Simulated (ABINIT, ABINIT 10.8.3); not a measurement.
# Lattice constant of B2 BeCo: PBEsol falls short of the compiled value

## What was measured

The reference is a cubic lattice constant of $a = 2.61$ Å for BeCo in the CsCl structure, taken from a printed reference work on lattice constants of cubic crystal structure types. It is a compiled value; the method, temperature and composition of the sample are not given with it. The last point matters here, because B2 BeCo exists over an appreciable range of composition, and a real sample may hold vacancies or atoms on the wrong sublattice. The diffraction structure from the Crystallography Open Database, from which I start the relaxations, has $a = 2.606$ Å. The two agree closely, and a difference as small as theirs decides nothing here.

| compared with | measured | source's wording or label | method |
| --- | --- | --- | --- |
| a (Å) | 2.61 | cubic lattice constant | compiled value, method not stated |

Conditions are those given with the value in the passage it was taken from; "not stated" means there, and the paper may say more elsewhere. The values are a selection: others may have been left out beforehand as unlike or outlying.

## Approach

The aim is the equilibrium lattice constant of ordered, stoichiometric BeCo, modelled by the two-atom cubic cell with the cell free to relax. I count $a$ within 1 % of the reference as success. That is wide enough to take in the rounding of the compiled value, a modest effect of composition, and the few tenths of a per cent by which thermal and zero-point motion typically expand such a metal beyond the static cell I compute. It is still narrow enough to expose the overbinding that LDA usually shows in 3d metals.

I go straight to PBEsol, which was designed for the equilibrium volumes of solids, and I start it ferromagnetic. Cobalt may or may not keep a moment among beryllium neighbours, and a moment would enlarge the cell; leaving out spin would save time but settle that question by assumption. I skip LDA as a working level and use it only for scale. A Hubbard $U$ on cobalt has little justification in an itinerant metal like this one. The checks that matter are a denser k mesh, since the d states near the Fermi level govern both moment and volume, and an independent set of potentials, since the PAW datasets were made for PBE.

System: BeCo, CsCl structure; Pm-3m (No. 221), 2 atoms in the primitive cell; the database structure is a diffraction structure: a = 2.606 Å; structure from the Crystallography Open Database.

On the selection of runs and values: Further runs on this system are not shown.

## 1. PBEsol with spin, on two k meshes

I run the PBEsol relaxation with a ferromagnetic start on the 10×10×10 mesh and repeat it on 14×14×14 with everything else unchanged. I expect a lattice constant slightly below the reference, because PBEsol tends to bind 3d metals somewhat too strongly and the computed cell is static. If the moment is the same on both meshes, the volume should hardly move between them.

**Run 1.** ABINIT 10.8.3: PBEsol, JTH PAW datasets, ferromagnetic start, cell and atoms relaxed from the database structure, cutoff 20 Ha, 10x10x10 k mesh, Gaussian smearing 0.1 eV; PBE datasets.

Key lines of the input:
```
# potential files: JTH PAW datasets, made for PBE
ecut 20
pawecutdg 40
ecutsm 0.5
dilatmx 1.06
optcell 2
ionmov 2
ntime 50
tolmxf 5.0d-5
ixc -116133
ngkpt 10 10 10
shiftk 0.0 0.0 0.0
occopt 7
tsmear 0.1 eV
nband 17
nstep 80
tolvrs 1.0d-10
nsppol 2
spinat 0 0 0
       0 0 3
pseudos "Be.xml, Co.xml"
ntypat 2
znucl 4 27
natom 2
typat 1 2
# ... acell, rprim, xred
```

Command:
```
OMP_NUM_THREADS=1 mpirun -n 8 abinit run.abi > run.log
```

Converged; 61 s on 8 cores of Arm Neoverse N1, shared host.

**Run 2.** ABINIT 10.8.3: PBEsol, JTH PAW datasets, ferromagnetic start, cell and atoms relaxed from the database structure, cutoff 20 Ha, 14x14x14 k mesh, Gaussian smearing 0.1 eV; PBE datasets.

Key lines of the input, as changed from run 1:
```diff
- ngkpt 10 10 10
+ ngkpt 14 14 14
```

Command:
```
OMP_NUM_THREADS=1 mpirun -n 4 abinit run.abi > run.log
```

Converged; 2.1 min on 4 cores of Intel Xeon Platinum 8488C (Sapphire Rapids), shared host.

| quantity | run 1 | run 2 | measured |
| --- | --- | --- | --- |
| a (Å) | 2.569 | 2.568 | 2.61 |
| net moment per formula unit (μB) | 0.429 | 0.375 |  |
| conventional cell volume (Å³) | 16.95 | 16.94 |  |
| final pressure (GPa) | −0.00037 | −0.00132 |  |

PBEsol gives $a = 2.568$ Å on the denser mesh, 1.6 % below the reference and outside the target. The sign is the one I expected, but the shortfall is larger. Rounding in the compiled value does not explain it, since the computed cell is also well over 1 % shorter than the diffraction cell.

The mesh is not the cause either: going to 14×14×14 moves $a$ by only 0.001 Å. The moment is less settled, falling from 0.429 to 0.375 $\mu_\mathrm{B}$, so I take from these runs a weak net moment but not its size. That the cell hardly responds suggests that magnetism has little hold on the volume here, which a run without spin can test.

## 2. Other potentials, no spin, and LDA

Before I blame the functional I repeat PBEsol with PseudoDojo norm-conserving potentials, which replace the PAW datasets made for PBE. If the datasets are sound for this purpose, $a$ should agree to within a few thousandths of an ångström; the mesh is coarser in that run, so I will not use it to settle the moment. A PBEsol run without spin polarisation, on the 10×10×10 mesh, shows how much of the cell length depends on the moment, and I expect it to come out slightly shorter. LDA is the neighbouring level for scale, and it should give the shortest cell of all.

**Run 3.** ABINIT 10.8.3: PBEsol, PseudoDojo norm-conserving potentials, ferromagnetic start, cell and atoms relaxed from the database structure, cutoff 48 Ha, 8x8x8 k mesh, Gaussian smearing 0.1 eV.

Key lines of the input, as changed from run 1:
```diff
- # potential files: JTH PAW datasets, made for PBE
- ecut 20
- pawecutdg 40
+ # potential files: PseudoDojo norm-conserving potentials, made for PBEsol
+ ecut 48
- ixc -116133
- ngkpt 10 10 10
+ ngkpt 8 8 8
- pseudos "Be.xml, Co.xml"
+ pseudos "Be.upf, Co.upf"
```

Selected lines of the output:
```
 Magnetization (Bohr magneton)=  4.02317517E-01
            acell      4.8531886710E+00  4.8531886710E+00  4.8531886710E+00 Bohr
```

Converged; 88 s, same machine.

**Run 4.** ABINIT 10.8.3: PBEsol, JTH PAW datasets, no spin polarisation, cell and atoms relaxed from the database structure, cutoff 20 Ha, 10x10x10 k mesh, Gaussian smearing 0.1 eV; PBE datasets.

Key lines of the input, as changed from run 1:
```diff
- nsppol 2
- spinat 0 0 0
-        0 0 3
```

Selected lines of the output:
```
            acell      4.8497174260E+00  4.8497174260E+00  4.8497174260E+00 Bohr
```

Converged; 27 s on 8 cores of Arm Neoverse N1, shared host.

**Run 5.** ABINIT 10.8.3: LDA, JTH PAW datasets, ferromagnetic start, cell and atoms relaxed from the database structure, cutoff 20 Ha, 10x10x10 k mesh, Gaussian smearing 0.1 eV.

Key lines of the input, as changed from run 1:
```diff
- # potential files: JTH PAW datasets, made for PBE
+ # potential files: JTH PAW datasets, made for LDA
- ixc -116133
```

Converged; 55 s, same machine.

| quantity | run 3 | run 4 | run 5 | measured |
| --- | --- | --- | --- | --- |
| a (Å) | 2.568 | 2.566 | 2.539 | 2.61 |
| net moment per formula unit (μB) | 0.402 | – | 0.307 |  |
| conventional cell volume (Å³) | 16.94 | 16.90 | 16.37 |  |
| final pressure (GPa) | −0.00397 | −0.00781 | −0.00026 |  |

The norm-conserving potentials, made for PBEsol, give $a = 2.568$ Å, within 0.001 Å of the PAW result on either mesh. The mismatch between PBE datasets and the PBEsol functional is therefore not what shortens the cell. The moment of 0.402 $\mu_\mathrm{B}$ is again weak, but potentials and mesh both changed in that run, so it does not settle the size.

Without spin polarisation the cell shrinks by only 0.003 Å on the same mesh, to 2.566 Å. Leaving out spin would have cost little in the lattice constant after all, and an error in the small moment found here could hardly account for a shortfall of about 0.04 Å. A state with a much larger moment would be another matter, but none of these ferromagnetic starts ended in one.

LDA gives the shortest cell, 2.539 Å or 2.7 % below the reference, as its usual overbinding suggests. It lies about 0.03 Å below PBEsol on the same mesh, a far larger step than those from mesh, potentials or spin.

## All runs against the measurement

| run | settings | a (Å) | deviation | cost |
| --- | --- | --- | --- | --- |
| 1 | PBEsol, JTH PAW datasets, ferromagnetic start, cutoff 20 Ha, 10x10x10 k mesh, PBE datasets | 2.569 | −0.041 (−1.6 %) | 8.1 core-min |
| 2 | PBEsol, JTH PAW datasets, ferromagnetic start, cutoff 20 Ha, 14x14x14 k mesh, PBE datasets | 2.568 | −0.042 (−1.6 %) | 8.3 core-min |
| 3 | PBEsol, PseudoDojo norm-conserving potentials, ferromagnetic start, cutoff 48 Ha, 8x8x8 k mesh | 2.568 | −0.042 (−1.6 %) | 5.9 core-min |
| 4 | PBEsol, JTH PAW datasets, no spin polarisation, cutoff 20 Ha, 10x10x10 k mesh, PBE datasets | 2.566 | −0.044 (−1.7 %) | 3.6 core-min |
| 5 | LDA, JTH PAW datasets, ferromagnetic start, cutoff 20 Ha, 10x10x10 k mesh | 2.539 | −0.071 (−2.7 %) | 7.3 core-min |
|  | measured | 2.61 |  |  |

Further runs on the same system, made beside this series (convergence steps with loose settings among them):

| further | settings | a (Å) | deviation | cost |
| --- | --- | --- | --- | --- |
| F1 | PBEsol, JTH PAW datasets, ferromagnetic start, cutoff 26 Ha, 10x10x10 k mesh, PBE datasets | 2.569 | −0.041 (−1.6 %) | 5 core-min |
| F2 | PBEsol, JTH PAW datasets, ferromagnetic start, cutoff 14 Ha, 10x10x10 k mesh, PBE datasets | 2.570 | −0.040 (−1.5 %) | 5.4 core-min |
| F3 | PBEsol, JTH PAW datasets, ferromagnetic start, cutoff 20 Ha, 6x6x6 k mesh, PBE datasets | 2.569 | −0.041 (−1.6 %) | 4.2 core-min |
|  | measured | 2.61 |  |  |

## Conclusion

PBEsol misses the target. On the 14×14×14 mesh it gives $a = 2.568$ Å, 1.6 % below the compiled 2.61 Å where I had allowed 1 %, at a cost of 8.3 core-minutes.

Mesh, cutoff and potentials are not to blame; a check of the smearing width is not shown in this report. The denser mesh and the norm-conserving potentials each left $a$ within 0.001 Å of the first run, and raising the PAW cutoff to 26 Ha did not change it at the printed precision. The potentials check mattered most, because it cleared the PBE datasets of suspicion. The run without spin showed that the weak moment adds only 0.003 Å, so for the lattice constant alone the cheaper treatment would have served. LDA falls short by 2.7 % and served only for scale.

Thermal and zero-point expansion would lengthen the static cell, probably by a few tenths of a per cent, which accounts for part of the gap but hardly all of it. PBEsol's tendency to overbind 3d metals has the right sign to supply more. Composition is a further uncertainty: the phase tolerates a range of it, and defects could shift the lattice constant in a direction that these runs can't tell. Every run here describes the ordered, stoichiometric crystal, and the composition behind the reference is not given with it.

I therefore can't divide the remainder between functional and sample. The diffraction cell supports the compiled value, but I can't tell whether the two are independent. The size of the moment also remains open, as it still changed with the mesh. A plain PBE result is not shown in this report. PBE usually gives longer cells than PBEsol, but a better match from it would still leave the question of composition unanswered.

[Logs are printed without paths, hosts, clocks, repeated set-up lines and the standing remarks that a program may print on its own settings, such as how far it seeks lower states.]

[The runs shown are a pick from a larger set of finished runs; failed, doubtful and other runs were left out of it ahead of writing. So were measured values far from every level or from commonly accepted values, and agreement can look better than it is. Lines of input and output are excerpts and may be shortened.]
